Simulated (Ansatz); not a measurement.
# MgS (Fm-3m), a sublattice moved along a line

All numbers below come from DFT r2SCAN, scalar-relativistic, plane waves, PAW in Ansatz 0.2.0. Cutoff 500 eV, Γ-centred 8×8×8 k-points, Gaussian smearing of 0.05 eV. No spin polarisation. Energies are free energies at this smearing, counted from the undisturbed cell; pressure is positive in compression.

The undisturbed cell (as given, not relaxed at this level; it stands at 0.0 GPa):

```yaml
crystal:
  lattice:
    - [0.00000, 2.60165, 2.60165]
    - [2.60165, 0.00000, 2.60165]
    - [2.60165, 2.60165, 0.00000]
  atoms:
    - { symbol: Mg, position: [0.00000, 0.00000, 0.00000] }
    - { symbol: S, position: [0.50000, 0.50000, 0.50000] }
```

Every Mg atom is moved by x along the Cartesian unit vector (0.707, 0.707, 0.000); the cell and all other atoms stay fixed.

```
  x (Å)  ΔE (meV/cell)
-0.1000           14.3
-0.0500            3.6
 0.0000            0.0
 0.0125            0.2
 0.0250            0.9
 0.0375            2.0
 0.0625            5.6
 0.0750            8.0
 0.0875           11.0
```

**Question.** Predict the gap on the mesh (eV) at each point.

**Answer.**
| x (Å) | gap on the mesh (eV) |
| --- | --- |
| -0.1000 | 3.46 |
| -0.0500 | 3.46 |
| 0.0000 | 3.46 |
| 0.0125 | 3.46 |
| 0.0250 | 3.46 |
| 0.0375 | 3.46 |
| 0.0625 | 3.46 |
| 0.0750 | 3.46 |
| 0.0875 | 3.46 |